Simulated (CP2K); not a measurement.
# GaSb (F-43m) in CP2K: further runs

One crystal, GaSb, is run at these levels: PBE, LDA, PBEsol, r2SCAN, TB-mBJ; tasks: band structure.

All numbers are computed with CP2K 2026.2; they aren't measurements. Logs are shortened: lines on timing, memory, paths and dates and some standing lists are left out, and cuts for length are marked.

**The experiment to reproduce.**

A printed reference work, data compilation reports, for a bulk crystal of GaSb at 4.2 K: band gap 0.811 eV (direct).

The results are compared with them further down.

### 1 Starting point

It takes space group F-43m (No. 216, cubic). The conventional cell has a = 6.118 Å, b = 6.118 Å, c = 6.118 Å, α = 90.00°, β = 90.00°, γ = 90.00°. Around Sb (site symmetry -43m) lie 4 Ga at 2.65 Å. Around Ga (site symmetry -43m) lie 4 Sb at 2.65 Å.

### 2 Band structure, PBE

Input file gasb_bands.inp:

```
&GLOBAL
  PROJECT gasb_bands
  RUN_TYPE ENERGY_FORCE
  PRINT_LEVEL LOW
&END GLOBAL
&FORCE_EVAL
  METHOD QS
  STRESS_TENSOR ANALYTICAL
  &DFT
    BASIS_SET_FILE_NAME BASIS_MOLOPT_UZH
    POTENTIAL_FILE_NAME POTENTIAL_UZH
    &MGRID
      CUTOFF 450
      REL_CUTOFF 60
      NGRIDS 5
    &END MGRID
    &QS
      METHOD GPW
      EPS_DEFAULT 1.0E-9
    &END QS
    &KPOINTS
      SCHEME MONKHORST-PACK 8 8 8
      GAMMA_CENTERED T
      SYMMETRY T
      SYMMETRY_BACKEND SPGLIB
    &END KPOINTS
    &SCF
      SCF_GUESS ATOMIC
      EPS_SCF 1.0E-6
      MAX_SCF 100
      ADDED_MOS 10
      CHOLESKY OFF
      EPS_EIGVAL 1.0E-7
      &DIAGONALIZATION ON
        ALGORITHM STANDARD
      &END DIAGONALIZATION
      &MIXING ON
        METHOD BROYDEN_MIXING
        ALPHA 0.4
        BETA 1.5
        NBUFFER 8
      &END MIXING
      &SMEAR ON
        METHOD FERMI_DIRAC
        ELECTRONIC_TEMPERATURE [K] 580.226
      &END SMEAR
    &END SCF
    &XC
      &XC_FUNCTIONAL
        &GGA_X_PBE
        &END GGA_X_PBE
        &GGA_C_PBE
        &END GGA_C_PBE
      &END XC_FUNCTIONAL
    &END XC
    &PRINT
      &KPOINTS ON
      &END KPOINTS
      &MULLIKEN ON
      &END MULLIKEN
      &MO ON
        ENERGIES T
        OCCUPATION_NUMBERS T
        &EACH
          QS_SCF 0
        &END EACH
        ADD_LAST NUMERIC
      &END MO
      &BAND_STRUCTURE
        FILE_NAME bands.bs
        ADDED_MOS 4
        &KPOINT_SET
          UNITS B_VECTOR
          NPOINTS 6
          SPECIAL_POINT GAMMA 0.00000000 0.00000000 0.00000000
          SPECIAL_POINT X 0.50000000 0.00000000 0.50000000
          SPECIAL_POINT W 0.50000000 0.25000000 0.75000000
          SPECIAL_POINT K 0.37500000 0.37500000 0.75000000
          SPECIAL_POINT GAMMA 0.00000000 0.00000000 0.00000000
          SPECIAL_POINT L 0.50000000 0.50000000 0.50000000
          SPECIAL_POINT U 0.62500000 0.25000000 0.62500000
          SPECIAL_POINT W 0.50000000 0.25000000 0.75000000
          SPECIAL_POINT L 0.50000000 0.50000000 0.50000000
          SPECIAL_POINT K 0.37500000 0.37500000 0.75000000
        &END KPOINT_SET
        &KPOINT_SET
          UNITS B_VECTOR
          NPOINTS 6
          SPECIAL_POINT U 0.62500000 0.25000000 0.62500000
          SPECIAL_POINT X 0.50000000 0.00000000 0.50000000
        &END KPOINT_SET
      &END BAND_STRUCTURE
    &END PRINT
  &END DFT
  &SUBSYS
    &CELL
      A 4.3260792873 0.0000000000 0.0000000000
      B 2.1630396436 3.7464945616 0.0000000000
      C 2.1630396436 1.2488315205 3.5322289469
      PERIODIC XYZ
    &END CELL
    &COORD
      SCALED
      Sb  0.7500000000 0.7500000000 0.7500000000
      Ga  0.0000000000 0.0000000000 0.0000000000
    &END COORD
    &KIND Sb
      BASIS_SET TZVP-MOLOPT-PBE-GTH-q5
      POTENTIAL GTH-PBE-q5
    &END KIND
    &KIND Ga
      BASIS_SET TZVP-MOLOPT-PBE-GTH-q13
      POTENTIAL GTH-PBE-q13
    &END KIND
    &PRINT
      &ATOMIC_COORDINATES ON
      &END ATOMIC_COORDINATES
      &CELL ON
      &END CELL
    &END PRINT
  &END SUBSYS
  &PRINT
    &FORCES ON
    &END FORCES
    &STRESS_TENSOR ON
    &END STRESS_TENSOR
  &END PRINT
&END FORCE_EVAL
```

Potentials or basis: POTENTIAL_UZH Sb GTH-PBE-q5, Ga GTH-PBE-q13; TZVP-MOLOPT-PBE-GTH basis.

Run with:

```sh
$ OMP_NUM_THREADS=2 cp2k.psmp -i gasb_bands.inp -o gasb_bands.out
```

gasb_bands.out:

```text

 CP2K| version string:                                       CP2K version 2026.2
 CP2K| Input file name                                            gasb_bands.inp

 GLOBAL| Force Environment number                                              1
 GLOBAL| Basis set file name                                    BASIS_MOLOPT_UZH
 GLOBAL| Potential file name                                       POTENTIAL_UZH
 GLOBAL| MM Potential file name                                     MM_POTENTIAL
 GLOBAL| Coordinate file name                                      __STD_INPUT__
 GLOBAL| Method name                                                        CP2K
 GLOBAL| Project name                                                 gasb_bands
 GLOBAL| Run type                                                   ENERGY_FORCE
 GLOBAL| FFT library                                                       FFTW3
[... 5 lines left out ...]
 GLOBAL| Global print level                                                  LOW
 GLOBAL| Total number of message passing processes                             1
 GLOBAL| Number of threads for this process                                    2
 GLOBAL| CPU model name                                            AMD EPYC 9R14

 CELL| Volume [angstrom^3]:                                            57.249069
 CELL| Vector a [angstrom]:       4.326     0.000     0.000   |a| =     4.326079
 CELL| Vector b [angstrom]:       2.163     3.746     0.000   |b| =     4.326079
 CELL| Vector c [angstrom]:       2.163     1.249     3.532   |c| =     4.326079
 CELL| Angle (b,c), alpha [degree]:                                    60.000000
 CELL| Angle (a,c), beta  [degree]:                                    60.000000
 CELL| Angle (a,b), gamma [degree]:                                    60.000000
 CELL| Numerically orthorhombic:                                              NO
 CELL| Periodicity                                                           XYZ

 CELL_REF| Volume [angstrom^3]:                                        57.249069
 CELL_REF| Vector a [angstrom     4.326     0.000     0.000   |a| =     4.326079
 CELL_REF| Vector b [angstrom     2.163     3.746     0.000   |b| =     4.326079
 CELL_REF| Vector c [angstrom     2.163     1.249     3.532   |c| =     4.326079
 CELL_REF| Angle (b,c), alpha [degree]:                                60.000000
 CELL_REF| Angle (a,c), beta  [degree]:                                60.000000
 CELL_REF| Angle (a,b), gamma [degree]:                                60.000000
 CELL_REF| Numerically orthorhombic:                                          NO
 CELL_REF| Periodicity                                                       XYZ
[... 10 lines left out ...]

  Total number of            - Atomic kinds:                                   2
                             - Atoms:                                          2
                             - Shell sets:                                     2
                             - Shells:                                        17
                             - Primitive Cartesian functions:                 10
                             - Cartesian basis functions:                     58
                             - Spherical basis functions:                     51

  Maximum angular momentum of- Orbital basis functions:                        3
                             - Local part of the GTH pseudopotential:          0
                             - Non-local part of the GTH pseudopotential:      4

 MODULE QUICKSTEP: ATOMIC COORDINATES IN ANGSTROM

   Atom Kind Element         X             Y             Z       Z(eff)     Mass
      1    1 Sb   51      6.489119      3.746495      2.649172   5.0000 121.7600
      2    2 Ga   31      0.000000      0.000000      0.000000  13.0000  69.7230

 SCF PARAMETERS         Density guess:                                    ATOMIC
[... 9 lines left out ...]
                        --------------------------------------------------------
                        level_shift [a.u.]:                             0.000000
                        added MOs                                        10    0
                        --------------------------------------------------------
                        Mixing method:                            BROYDEN_MIXING
                                                charge density mixing in g-space
                        --------------------------------------------------------
                        Smear method:                                FERMI_DIRAC
                        Electronic temperature [K]:                        580.2
                        Electronic temperature [a.u.]:                  1.84E-03
                        Accuracy threshold:                             1.00E-10
                        --------------------------------------------------------
                        No outer SCF

 *******************************************************************************
[... 17 lines left out ...]
 BRILLOUIN|     6           0.02344       -0.37500       -0.37500        0.25000
[... 21 lines left out ...]
 BRILLOUIN|    28           0.00781        0.00000        0.00000        0.50000
 BRILLOUIN|    29           0.00586        0.00000        0.50000        0.50000
 *******************************************************************************

 Extrapolation method: initial_guess

 Number of electrons:                                                         18
 Number of occupied orbitals:                                                  9
 Number of molecular orbitals:                                                19

 Number of orbital functions:                                                 51
 Number of independent orbital functions:                                     51

 SCF WAVEFUNCTION OPTIMIZATION

  Step     Update method      Time    Convergence         Total energy    Change
  ------------------------------------------------------------------------------
     1 NoMix/Diag. 0.40E+00    1.3     0.85760670       -80.2290121421 -8.02E+01
     2 Broy./Diag. 0.40E+00    1.1     0.01343932       -80.1873251139  4.17E-02
     3 Broy./Diag. 0.40E+00    1.1     0.03350672       -80.1094286358  7.79E-02
     4 Broy./Diag. 0.40E+00    1.1     0.00860940       -80.1004302699  9.00E-03
     5 Broy./Diag. 0.40E+00    1.1     0.00576662       -80.1280745975 -2.76E-02
     6 Broy./Diag. 0.40E+00    1.1     0.00514072       -80.1366757706 -8.60E-03
     7 Broy./Diag. 0.40E+00    1.1     0.00206588       -80.1368647844 -1.89E-04
     8 Broy./Diag. 0.40E+00    1.1     0.00064161       -80.1383686360 -1.50E-03
     9 Broy./Diag. 0.40E+00    1.1     0.00009861       -80.1389230285 -5.54E-04
    10 Broy./Diag. 0.40E+00    1.1     0.00004592       -80.1389654957 -4.25E-05
    11 Broy./Diag. 0.40E+00    1.2     0.00006338       -80.1390085351 -4.30E-05
    12 Broy./Diag. 0.40E+00    1.2     0.00000833       -80.1390097324 -1.20E-06
    13 Broy./Diag. 0.40E+00    1.2     0.00000456       -80.1389979924  1.17E-05
    14 Broy./Diag. 0.40E+00    1.2     0.00000052       -80.1389949296  3.06E-06

  *** SCF run converged in    14 steps ***

  Electronic density on regular grids:        -17.9999996029        0.0000003971
  Core density on regular grids:               17.9999999737       -0.0000000263
  Total charge density on r-space grids:        0.0000003708
  Total charge density g-space grids:           0.0000003708

  Overlap energy of the core charge distribution:               0.00000000347340
  Self energy of the core charge distribution:               -109.24705457334224
  Core Hamiltonian energy:                                     31.71340106208895
  Hartree energy:                                               8.99973240935035
  Exchange-correlation energy:                                -11.60505759286663
  Electronic entropic energy:                                  -0.00001623821165
  Fermi energy:                                                 0.14770891069497

  Total energy:                                               -80.13899492960709
  Total energy (extrapolated to T->0):                        -80.13898681050127

 MO| EIGENVALUES AND OCCUPATION NUMBERS FOR K POINT 1
 MO|
 MO|  Index      Eigenvalue [a.u.]        Eigenvalue [eV]             Occupation
 MO|      1              -0.410201             -11.162132               2.000000
 MO|      2              -0.409082             -11.131680               2.000000
 MO|      3              -0.409082             -11.131679               2.000000
 MO|      4              -0.407602             -11.091419               2.000000
 MO|      5              -0.407602             -11.091418               2.000000
 MO|      6              -0.230842              -6.281518               2.000000
[... 343 lines left out ...]
 MO|     18               0.661387              17.997255               0.000000
 MO|     19               0.702117              19.105574               0.000000
 MO| Sum:                                                              18.000000
 MO| E(Fermi):            0.147709 a.u.          4.019364 eV

 [... the levels of further k-points ...]

 !-----------------------------------------------------------------------------!
                     Mulliken Population Analysis

 #  Atom  Element  Kind  Atomic population                           Net charge
       1     Sb       1          4.632027                              0.367973
       2     Ga       2         13.367973                             -0.367973
 # Total charge                             18.000000                 -0.000000

 !-----------------------------------------------------------------------------!

 KPOINTS| Band Structure Calculation
 KPOINTS| Number of k-point sets                                               2
 KPOINTS| Number of added MOs/bands                                            4
 KPOINTS| Number of k-points in set    1                                      55
 KPOINTS| In units of b-vector [2pi/Bohr]
 KPOINTS| Special point     1       GAMMA     0.000000     0.000000     0.000000
 KPOINTS| Special point     2           X     0.500000     0.000000     0.500000
 KPOINTS| Special point     3           W     0.500000     0.250000     0.750000
 KPOINTS| Special point     4           K     0.375000     0.375000     0.750000
 KPOINTS| Special point     5       GAMMA     0.000000     0.000000     0.000000
 KPOINTS| Special point     6           L     0.500000     0.500000     0.500000
 KPOINTS| Special point     7           U     0.625000     0.250000     0.625000
 KPOINTS| Special point     8           W     0.500000     0.250000     0.750000
 KPOINTS| Special point     9           L     0.500000     0.500000     0.500000
 KPOINTS| Special point    10           K     0.375000     0.375000     0.750000
 KPOINTS| Number of k-points in set    2                                       7
 KPOINTS| In units of b-vector [2pi/Bohr]
 KPOINTS| Special point     1           U     0.625000     0.250000     0.625000
 KPOINTS| Special point     2           X     0.500000     0.000000     0.500000

 ENERGY| Total FORCE_EVAL ( QS ) energy [hartree]            -80.138993348641208

 FORCES| Atomic forces [hartree/bohr]
 FORCES|   Atom     x               y               z               |f|
 FORCES|      1 -3.03012245E-05 -1.74708491E-05 -1.23820900E-05   3.71040554E-05
 FORCES|      2 -2.14975939E-05 -1.24351219E-05 -8.76466277E-06   2.63362509E-05
 FORCES| Sum    -5.17988183E-05 -2.99059709E-05 -2.11467528E-05
 FORCES| Total atomic force                                       6.34402856E-05

 STRESS| Analytical stress tensor [bar]
 STRESS|                        x                   y                   z
 STRESS|      x        2.97537893277E+04   3.00972147166E+02   2.12543822722E+02
 STRESS|      y        3.00972147166E+02   2.94065518546E+04   1.22950645713E+02
 STRESS|      z        2.12543822722E+02   1.22950645713E+02   2.93198266312E+04
 STRESS| 1/3 Trace                                             2.94933892712E+04
 STRESS| Determinant                                           2.56491500498E+13

 STRESS| Eigenvectors and eigenvalues of the analytical stress tensor [bar]
 STRESS|                        1                   2                   3
 STRESS| Eigenvalues   2.92326501936E+04   2.92330878750E+04   3.00144297450E+04
 STRESS|      x          -0.355592264119     -0.455042655319      0.816388586115
 STRESS|      y           0.865263867692      0.169974309290      0.471621854295
 STRESS|      z          -0.353373146922      0.874096628538      0.333290418424
```

Wall time 20 s (2 threads of AMD EPYC 9R14 (Zen 4), shared host); peak memory 0.39 GiB.

What came out:

| Quantity | Value |
| --- | --- |
| Free energy | -2180.6929 eV |
| Pressure | 2.9 GPa |
| Band gap on the k mesh | 0.08 eV, direct |
| Band gap along the path | 0.08 eV, direct |
| Mulliken charges | Sb +0.37; Ga -0.37 e |

Levels at the corners of the path, in eV from the valence-band top:
```csv
point,band 6,band 7,band 8,band 9,band 10,band 11,band 12,band 13
Γ,-11.47,0.00,0.00,0.00,0.08,2.81,2.81,2.81
X,-9.00,-6.83,-2.57,-2.57,0.90,1.25,8.89,8.89
W,-8.96,-6.70,-3.35,-3.14,3.71,4.37,4.54,4.83
K,-9.07,-6.65,-3.62,-2.19,1.41,3.93,6.77,6.97
Γ,-11.47,0.00,0.00,0.00,0.08,2.81,2.81,2.81
L,-9.84,-6.38,-1.15,-1.15,0.41,3.78,3.78,6.94
U,-9.07,-6.65,-3.62,-2.19,1.41,3.93,6.77,6.97
W,-8.96,-6.70,-3.35,-3.14,3.71,4.37,4.54,4.83
L,-9.84,-6.38,-1.15,-1.15,0.41,3.78,3.78,6.94
K,-9.07,-6.65,-3.62,-2.19,1.41,3.93,6.77,6.97
U,-9.07,-6.65,-3.62,-2.19,1.41,3.93,6.77,6.97
X,-9.00,-6.83,-2.57,-2.57,0.90,1.25,8.89,8.89
```

Caveat: Mulliken charges move with the basis; spin-orbit coupling is left out, which moves the levels of the heavy elements; the basis of atomic orbitals isn't converged, which shifts pressures, moduli and gaps.

(Part 1 of 3 ends here.)
